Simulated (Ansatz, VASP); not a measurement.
# HfTe2 (1T-HfTe2, 3 layers) in two plane-wave programs, part 2 of 2

Aim: how closely do two programs agree when they are given the same cell, functional and k mesh? The structure shown is the start of the Ansatz relaxation below; VASP solves that cell, so the two are compared at the walk's first step.

VASP 6.6.1 and Ansatz 0.2.0.

So far: The starting structure; Ansatz: relaxation, PBEsol with D3(BJ).

## Step 3: VASP: single point, PBEsol with D3(BJ), start cell

Level of this step: PBEsol with D3(BJ); plane waves and PAW (Te, Hf_pv) (VASP).

The same cell, functional, mesh and smearing now go to VASP, with its own data sets.

Lines of VASP's logs that name or quote its potential files are left out, and so is its time.

INCAR reads:

```
SYSTEM = HfTe2
PREC = Accurate
ENCUT = 400
EDIFF = 1E-06
NELM = 120
ISMEAR = -1
SIGMA = 0.1
LREAL = .FALSE.
ALGO = Normal
GGA = PS
IVDW = 12
NBANDS = 42
LASPH = .TRUE.
LORBIT = 11
LWAVE = .FALSE.
LCHARG = .FALSE.
ISIF = 2
LDIPOL = .TRUE.
IDIPOL = 3
DIPOL = 0.5 0.5 0.5
LVHAR = .TRUE.
GGA_COMPAT = .FALSE.
NELMDL = -8
KPAR = 2
```

POSCAR reads:

```
HfTe2
1.0
    3.9700000000      0.0000000000      0.0000000000
   -1.9850000000      3.4381210000      0.0000000000
    0.0000000000      0.0000000000     66.9794420000
Te Hf
6 3
Direct
    0.6666666182      0.3333332364      0.3657838774
    0.3333333818      0.6666667636      0.4224153883
    0.6666666182      0.3333332364      0.4716842371
    0.3333333818      0.6666667636      0.5283157629
    0.6666666182      0.3333332364      0.5775846117
    0.3333333818      0.6666667636      0.6342161226
    0.0000000000      0.0000000000      0.3940996403
    0.0000000000      0.0000000000      0.5000000000
    0.0000000000      0.0000000000      0.6059003597
```

KPOINTS reads:

```
Automatic mesh
0
Gamma
12 12 1
0 0 0
```

The projector-augmented-wave data sets are Te and Hf_pv (PBE family, release 64).

On the command line:

```console
$ mpirun -np 2 vasp_std
```

Numbers of over 12 decimals in the logs are rounded to 6 here.

Log:

```text
[banner, memory and clock lines left out]
running    2 mpi-ranks, on    1 nodes
 distrk:  each k-point on    1 cores,    2 groups
 distr:  one band on    1 cores,    1 groups

 POSCAR found type information on POSCAR TeHf
 POSCAR found :  2 types and       9 ions
|                                                                             |
|               ----> ADVICE to this user running VASP <----                  |
|                                                                             |
|     You enforced a specific xc type in the INCAR file but a different       |
|     [... a line on the potential file left out ...]
|     I HOPE YOU KNOW WHAT YOU ARE DOING!                                     |
|                                                                             |

 LDA part: xc-table for (Slater+PW92), standard interpolation
|                                                                             |
|           W    W    AA    RRRRR   N    N  II  N    N   GGGG   !!!           |
|           W    W   A  A   R    R  NN   N  II  NN   N  G    G  !!!           |
|           W    W  A    A  R    R  N N  N  II  N N  N  G       !!!           |
|           W WW W  AAAAAA  RRRRR   N  N N  II  N  N N  G  GGG   !            |
|           WW  WW  A    A  R   R   N   NN  II  N   NN  G    G                |
|           W    W  A    A  R    R  N    N  II  N    N   GGGG   !!!           |
|                                                                             |
|     One of the lattice vectors is very long (>50 A), but AMIN is rather     |
|     large. This can spoil convergence since charge sloshing might occur     |
|     along the long lattice vector. If problems with convergence are         |
|     observed, try to decrease AMIN to a smaller value (e.g. 0.01).          |
|     Note: This warning only applies if the self-consistency cycle is        |
|     used.                                                                   |
|                                                                             |

 POSCAR, INCAR and KPOINTS ok, starting setup
 FFT: planning ... GRIDC
 FFT: planning ... GRID_SOFT
 FFT: planning ... GRID
 WAVECAR not read
 entering main loop
       N       E                     dE             d eps       ncg     rms          rms(c)
DAV:   1     0.334293791890E+03    0.33429E+03   -0.23451E+04  2092   0.925E+02
DAV:   2    -0.246430395796E+02   -0.35894E+03   -0.35127E+03  2172   0.199E+02
DAV:   3    -0.609682328124E+02   -0.36325E+02   -0.36041E+02  1880   0.599E+01
DAV:   4    -0.625778073736E+02   -0.16096E+01   -0.16018E+01  2222   0.143E+01
DAV:   5    -0.626281780789E+02   -0.50371E-01   -0.50288E-01  2360   0.268E+00
DAV:   6    -0.626292029504E+02   -0.10249E-02   -0.10246E-02  2320   0.385E-01
DAV:   7    -0.626292403501E+02   -0.37400E-04   -0.37395E-04  2384   0.765E-02
DAV:   8    -0.626292415489E+02   -0.11988E-05   -0.11982E-05  2144   0.132E-02    0.638E+01
DAV:   9    -0.595448558605E+02    0.30844E+01   -0.12761E+01  1828   0.972E+00    0.457E+01
DAV:  10    -0.597216011624E+02   -0.17675E+00   -0.96512E+00  1724   0.962E+00    0.160E+01
DAV:  11    -0.591762736284E+02    0.54533E+00   -0.18726E+00  1852   0.439E+00    0.230E+00
DAV:  12    -0.591792092124E+02   -0.29356E-02   -0.68184E-01  2078   0.224E+00    0.240E+00
DAV:  13    -0.591619799636E+02    0.17229E-01   -0.22317E-01  2112   0.166E+00    0.151E+00
DAV:  14    -0.591568994524E+02    0.50805E-02   -0.87245E-02  2116   0.107E+00    0.878E-01
[...]
DAV:  24    -0.591562976112E+02   -0.27640E-04   -0.28340E-06  1480   0.460E-03    0.104E-02
DAV:  25    -0.591563162955E+02   -0.18684E-04   -0.10975E-06  1192   0.298E-03    0.682E-03
DAV:  26    -0.591563526682E+02   -0.36373E-04   -0.24822E-06  1326   0.383E-03    0.634E-03
DAV:  27    -0.591563608671E+02   -0.81989E-05   -0.21964E-07  1028   0.165E-03    0.669E-03
DAV:  28    -0.591563696971E+02   -0.88300E-05   -0.31472E-07  1086   0.160E-03    0.601E-03
DAV:  29    -0.591563792523E+02   -0.95553E-05   -0.12863E-07   978   0.111E-03    0.125E-03
DAV:  30    -0.591563836535E+02   -0.44012E-05   -0.90587E-08  1028   0.736E-04    0.219E-03
DAV:  31    -0.591563845015E+02   -0.84805E-06   -0.10188E-08   846   0.401E-04
   1 F= -.62345868E+02 E0= -.62305522E+02  d E =-.806912E-01
```

OUTCAR, selected parts (step 3):

```text
ion  position               nearest neighbor table
   1  0.667  0.333  0.366-   7 2.98   7 2.98   7 2.98
   2  0.333  0.667  0.422-   7 2.97   7 2.97   7 2.97
   3  0.667  0.333  0.472-   8 2.98   8 2.98   8 2.98
   4  0.333  0.667  0.528-   8 2.98   8 2.98   8 2.98
   5  0.667  0.333  0.578-   9 2.97   9 2.97   9 2.97
   6  0.333  0.667  0.634-   9 2.98   9 2.98   9 2.98
   7  0.000  0.000  0.394-   2 2.97   2 2.97   2 2.97   1 2.98   1 2.98   1 2.98
   8  0.000  0.000  0.500-   3 2.98   4 2.98   4 2.98   3 2.98   3 2.98   4 2.98
   9  0.000  0.000  0.606-   5 2.97   5 2.97   5 2.97   6 2.98   6 2.98   6 2.98

  LATTYP: Found a hexagonal cell.
 ALAT       =     3.9700000000
 C/A-ratio  =    16.8713959698

 Subroutine GETGRP returns: Found 12 space group operations
 (whereof 12 operations were pure point group operations)

The static configuration has the point symmetry D_3d.

 Found     19 irreducible k-points:

   k-points           NKPTS =     19   k-points in BZ     NKDIM =     19   number of bands    NBANDS=     42

   dimension x,y,z NGX =    28 NGY =   28 NGZ =  448
   dimension x,y,z NGXF=    56 NGYF=   56 NGZF=  896

   ENCUT  =  400.0 eV  29.40 Ry    5.42 a.u.   6.47  6.47109.23*2*pi/ulx,y,z

   NELECT =      66.0000    total number of electrons

 k-points in reciprocal lattice and weights: Automatic mesh
   0.00000000  0.00000000  0.00000000       0.007
   0.08333333  0.00000000  0.00000000       0.042
   0.16666667  0.00000000  0.00000000       0.042
   0.25000000  0.00000000  0.00000000       0.042
   0.33333333  0.00000000  0.00000000       0.042
   0.41666667  0.00000000  0.00000000       0.042
   0.50000000  0.00000000  0.00000000       0.021
   0.08333333  0.08333333  0.00000000       0.042
   0.16666667  0.08333333  0.00000000       0.083
[...]
0.33333333  0.25000000  0.00000000       0.083
   0.33333333  0.33333333  0.00000000       0.014

 dipolmoment           0.000000      0.000000     -0.000000 electrons x Angstroem

 average (electrostatic) potential at core
       1 -95.5156       2 -95.5868       3 -95.5816       4 -95.5816       5 -95.5868
       6 -95.5156       7 -45.0790       8 -45.0712       9 -45.0790

 E-fermi :  -1.8062

 k-point     1 :       0.0000    0.0000    0.0000
  band No.  band energies     occupation
    ...
     23      -3.4092      2.00000
     24      -3.3920      2.00000
     25      -3.3920      2.00000
     26      -3.2943      2.00000
     27      -2.4713      1.99742
     28      -1.4441      0.05213
     29      -1.4441      0.05213
     30      -1.3539      0.02148
     31      -1.3539      0.02148
     32      -1.2896      0.01135
    ...

 k-point     2 :       0.0833    0.0000    0.0000
  band No.  band energies     occupation
    ...
     27      -2.4458      1.99667
     28      -2.1956      1.96009
     29      -2.1068      1.90575
     30      -2.0629      1.85743
     31      -1.7730      0.83560
     32      -1.6877      0.46835
     33      -1.6244      0.27950
     34      -1.0667      0.00123
     35      -0.8843      0.00020
     36      -0.8256      0.00011
    ...

 k-point     3 :       0.1667    0.0000    0.0000
  band No.  band energies     occupation
    ...
     29      -2.8574      1.99995
     30      -2.4302      1.99611
     31      -2.2230      1.96951
     32      -2.1298      1.92433
     33      -2.0590      1.85224
     34      -1.2003      0.00467
     35      -1.0961      0.00165
     36      -1.0422      0.00096
     37      -0.3873      0.00000
     38      -0.1363      0.00000
    ...

 Edisp (eV)   -3.18948

  Total     -13.05056   -13.05056   -17.79059    -0.00000     0.00000     0.00000
  in kB     -22.87107   -22.87107   -31.17797    -0.00000     0.00000     0.00000
  external pressure =      -25.64 kB  Pullay stress =        0.00 kB

  energy-cutoff  :      400.00
  volume of cell :      914.23
      direct lattice vectors                 reciprocal lattice vectors
     3.970000000  0.000000000  0.000000000     0.251889169  0.145428273  0.000000000
    -1.985000000  3.438121000  0.000000000     0.000000000  0.290856546  0.000000000
     0.000000000  0.000000000 66.979442000     0.000000000  0.000000000  0.014929954

 POSITION                                       TOTAL-FORCE (eV/Angst)
 -----------------------------------------------------------------------------------
      1.98500      1.14604     24.50000         0.000000     -0.000000      1.357347
      0.00000      2.29208     28.29315         0.000000      0.000000     -1.169856
      1.98500      1.14604     31.59315        -0.000000     -0.000000      1.177181
      0.00000      2.29208     35.38629        -0.000000      0.000000     -1.177181
      1.98500      1.14604     38.68629         0.000000      0.000000      1.169856
      0.00000      2.29208     42.47944        -0.000000     -0.000000     -1.357347
      0.00000      0.00000     26.39657         0.000000     -0.000000      0.072335
      0.00000      0.00000     33.48972         0.000000     -0.000000     -0.000000
      0.00000      0.00000     40.58287         0.000000     -0.000000     -0.072335
 -----------------------------------------------------------------------------------
    total drift:                               -0.000000     -0.000000      0.000000

  FREE ENERGIE OF THE ION-ELECTRON SYSTEM (eV)
  ---------------------------------------------------
  free  energy   TOTEN  =       -62.3458679819 eV

  energy  without entropy=      -62.2651768294  energy(sigma->0) =      -62.30552241

 vacuum level on the upper side and lower side of the slab         3.011         3.011

 total charge
# of ion       s       p       d       tot
------------------------------------------
    1        1.378   1.991   0.027   3.396
    2        1.379   1.982   0.029   3.390
    3        1.379   1.981   0.029   3.389
    4        1.379   1.981   0.029   3.389
    5        1.379   1.982   0.029   3.390
    6        1.378   1.991   0.027   3.396
    7        0.290   6.343   1.372   8.005
    8        0.289   6.340   1.377   8.006
    9        0.290   6.343   1.372   8.005
--------------------------------------------------
tot          9.142  30.934   4.290  44.366

[... 3 further parts left out ...]
```

## Step 4: Side by side

Known differences besides the potentials themselves: Ansatz cuts the interaction across the vacuum, VASP repeats the sheet with a dipole correction; the data sets hold 174 valence electrons in Ansatz (on its default PAW (the set named soft_2) files) and 66 in VASP; the cutoff is 420 eV in Ansatz and 400 eV in VASP; Ansatz makes its cores anew for this functional, VASP keeps those of its PBE data sets. Total energies have different zeros and are not compared.

Forces (eV/Å; atoms numbered as in POSCAR):

```csv
atom,"Ansatz x, y, z","VASP x, y, z"
Te1,"0.000, 0.000, 1.342","0.000, 0.000, 1.357"
Te2,"0.000, 0.000, -1.155","0.000, 0.000, -1.170"
Te3,"0.000, 0.000, 1.163","0.000, 0.000, 1.177"
Te4,"0.000, 0.000, -1.163","0.000, 0.000, -1.177"
Te5,"0.000, 0.000, 1.155","0.000, 0.000, 1.170"
Te6,"0.000, 0.000, -1.342","0.000, 0.000, -1.357"
Hf7,"0.000, 0.000, 0.071","0.000, 0.000, 0.072"
Hf8,"0.000, 0.000, 0.000","0.000, 0.000, 0.000"
Hf9,"0.000, 0.000, -0.071","0.000, 0.000, -0.072"
```

The forces differ by 6.9 meV/Å r.m.s., which is 1.2 % of the r.m.s. force of 0.584 eV/Å (both taken over all components). With vacuum in the cell, a pressure given here is an average over mostly empty space and none of the material.

## Step 5: Outcome

```yaml
r_m_s_force_difference_single_point_pbesol_with_d3_bj_start_cell: 1.2 % of the r.m.s. force
```

The r.m.s. force difference is 1.2 % of the r.m.s. force (single point, PBEsol with D3(BJ), start cell), within the 3 % picked in this series as the mark of a large difference. The data sets hold unlike numbers of valence electrons (174 in Ansatz and 66 in VASP), so part of the differences comes from the potentials. 1 further run of this series is not shown here. Such differences can come from data sets, numerical settings and the points named under the comparisons, not from the functional's error against experiment.

[Lines on the potential files, build, host, timing and source positions are cut from VASP's logs without a mark.]

[Logs are printed without paths, hosts, clocks, repeated set-up lines and the standing remarks that a program may print on its own settings, such as how far it seeks lower states.]

[Hosts, paths, dates, database ids (printed as entryN), source tags and the programs' standing remarks are cut or masked in the printed files.]
